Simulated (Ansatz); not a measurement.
The system is FeSi.

```
Fe Si
1.0
     4.55070    0.00000    0.00000
     0.00000    4.55070    0.00000
     0.00000    0.00000    4.55070
Fe Si
4 4
Cartesian
  3.9294 2.8966 1.6541
  2.8966 1.6541 3.9294
  1.6541 3.9294 2.8966
  0.6213 0.6213 0.6213
  0.7172 1.5582 2.9925
  1.5582 2.9925 0.7172
  2.9925 0.7172 1.5582
  3.8335 3.8335 3.8335
```

```yaml
Program: Ansatz 0.2.0
Task: relaxation of cell and atoms
Functional: r2SCAN
Potentials_or_basis: Ansatz PAW
Cutoff: "500 eV (not typed: the program's choice for these potentials)"
k_mesh: 6 × 6 × 6
Occupations: fermi-dirac, width 0.05 eV
Spin: collinear spin, ferromagnetic start
Starting_moments: "[3.0, 3.0, 3.0, 3.0, 0.0, 0.0, 0.0, 0.0] μB"
```

At the start: volume 11.78 Å³/atom.

Task: How do energy, volume and symmetry change on relaxing?

Result: It ends after 6 steps and the volume is 10.88 Å³/atom (-7.7 %); space group P2_13 (No. 198, to 0.05 Å); moment 4.14 μB per cell.

The path:
| step | energy change (eV) | largest force (eV/Å) | volume (Å³) |
| --- | --- | --- | --- |
| 1 | 0.0000 | 0.1934 | 94.24 |
| 2 | -0.2988 | 0.0910 | 89.74 |
| 3 | -0.3535 | 0.0148 | 86.28 |
| 4 | -0.3574 | 0.0075 | 87.07 |
| 5 | -0.3575 | 0.0025 | 87.02 |
| 6 | -0.3541 | 0.0023 | 87.02 |

Final structure:
```
Fe Si
1.0
     4.43134    0.00000    0.00000
     0.00000    4.43134    0.00000
     0.00000    0.00000    4.43134
Fe Si
4 4
Direct
  0.86095 0.63905 0.36095
  0.63905 0.36095 0.86095
  0.36095 0.86095 0.63905
  0.13905 0.13905 0.13905
  0.15509 0.34491 0.65509
  0.34491 0.65509 0.15509
  0.65509 0.15509 0.34491
  0.84491 0.84491 0.84491
```

Caveat: the magnetic or orbital state may not be the lowest; the plane-wave basis is chosen anew once the cell has moved, so the energies of steps on either side of that aren't comparable; the PAW data sets come from PBE, with cores solved anew for the run's functional, which leaves a small shift of forces and pressure.
